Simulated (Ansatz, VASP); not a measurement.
## Y: VASP beside Ansatz

```xyz
2
Lattice="3.6757 0.0000 0.0000 -1.8378 3.1832 0.0000 0.0000 0.0000 5.7855" Properties=species:S:1:pos:R:3 pbc="T T T"
Y     0.0000    2.1222    1.4464
Y     1.8378    1.0611    4.3391
```

Change from the starting cell: volume scaled by 1.02, PAW files.

Alike in both runs: task electric field gradients; functional LDA; k mesh 12 × 12 × 7; occupations fermi-dirac, width 0.08 eV; no spin polarisation.

```csv
,VASP,Ansatz
version,VASP 6.6.1,Ansatz 0.2.0
potentials or method,"VASP PAW LDA potentials, release 64 (Y_sv)","PAW with Ansatz's default frozen-core files, scalar-relativistic"
plane-wave cutoff (eV),520,420
valence electrons in the cell,22,22
```

```csv
,VASP,Ansatz,Ansatz less VASP
pressure (GPa),-4.6,-4.5,+0.09
largest component of the traceless stress (GPa),0.39,0.40,+0.005
Vzz of the field gradient on the site that differs most (V/Å²),23.9,24.7,+0.84
```

Ansatz warned: «gradients_without_spin_orbit».
